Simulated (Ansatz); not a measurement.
**Na: eigenvalues along the path**

```xyz
1
Lattice="-2.0540 2.1175 2.1175 2.1175 -2.0540 2.1175 2.1175 2.1175 -2.0540" Properties=species:S:1:pos:R:3 pbc="T T T"
Na    0.0000    0.0000    0.0000
```

The cell is a measured one (Crystallography Open Database entry 9011002); the temperature and pressure of the measurement aren't taken into account, and nothing was relaxed. The listed cell was then made from it by scaling, straining or moving an atom.

The calculation used Ansatz 0.2.0, DFT, PBE, all-electron LAPW, scalar-relativistic.

Sampling and basis: a Γ-centred 12×12×12 k mesh, Fermi–Dirac smearing of 0.05 eV, basis error target 0.25 meV/atom, no spin polarisation.

Path points, in fractions of the reciprocal vectors: Γ (0.000, 0.000, 0.000), L (0.000, 0.000, 0.500), T (-0.500, 0.500, 0.500), P0 (-0.742, 0.258, 0.258), P2 (0.258, 0.258, 0.258), F (-0.500, 0.000, 0.500). Levels in eV from the Fermi level; bands 5 to 7, counted from the lowest band of the run. The gap is zero.

```
# k(1/Å) point b5 b6 b7
0.000 Γ -3.20 11.37 11.37
0.207 - -3.03 9.36 10.56
0.414 - -2.53 6.87 9.57
0.621 - -1.71 4.62 8.83
0.827 - -0.57 2.62 8.38
1.034 L 0.67 1.09 8.23
1.247 - 0.83 1.26 7.24
1.460 - 1.31 1.78 6.20
1.673 - 2.11 2.60 5.45
1.886 - 3.23 3.63 5.00
2.099 T 4.51 4.51 4.82
2.341 - 3.44 3.44 4.39
2.583 - 2.64 2.64 3.66
2.824 - 2.25 2.25 3.25
3.066 - 2.27 2.27 3.20
3.308 P0 2.71 2.71 2.74
3.722 - 0.48 3.50 4.24
4.135 - -0.78 5.51 6.17
4.549 - -0.78 4.77 5.53
4.963 - 0.48 3.13 3.85
5.376 P2 2.71 2.71 2.74
5.634 - 0.81 3.63 3.63
5.891 - -0.91 5.02 5.02
6.148 - -2.17 6.88 6.88
6.406 - -2.94 9.21 9.21
6.663 Γ -3.20 11.37 11.37
6.876 - -3.02 10.01 10.61
7.089 - -2.49 7.43 9.49
7.302 - -1.62 5.06 8.65
7.515 - -0.42 2.96 8.14
7.728 F 0.89 1.36 7.97
```
